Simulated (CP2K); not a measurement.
The system is NbAs.

```
CELL_PARAMETERS angstrom
3.45170 0.00000 0.00000
0.00000 3.45170 0.00000
-1.72585 -1.72585 5.84000
ATOMIC_POSITIONS crystal
Nb 0.00000 0.50000 0.00000
Nb 0.25000 0.25000 0.50000
As 0.58400 0.08400 0.16800
As 0.83400 0.83400 0.66800
```

Base run:

* Program: CP2K 2026.2
* Functional: RPBE
* Potentials or basis: POTENTIAL_UZH Nb GTH-PBE-q13, As GTH-PBE-q5; TZVP-MOLOPT-PBE-GTH basis
* Density cutoff: 9184 eV
* k mesh: 8 × 8 × 8
* Occupations: fermi-dirac, width 0.05 eV
* Spin: no spin polarisation

Its results: band gap on the k mesh none (metal or under the smearing width); pressure 6.9 GPa; largest force 0.312 eV/Å.

Task: After a change of settings the same cell gave: band gap on the k mesh none (metal or under the smearing width); pressure 4.9 GPa; largest force 0.316 eV/Å. Which change was it?
A. functional from RPBE to TASK
B. functional from RPBE to vdW-DF-cx
C. functional from RPBE to rev-vdW-DF2

Result: C.

Caveats: the potentials were made for another functional, which shifts forces and pressure; the basis of atomic orbitals isn't converged, which shifts pressures, moduli and gaps.
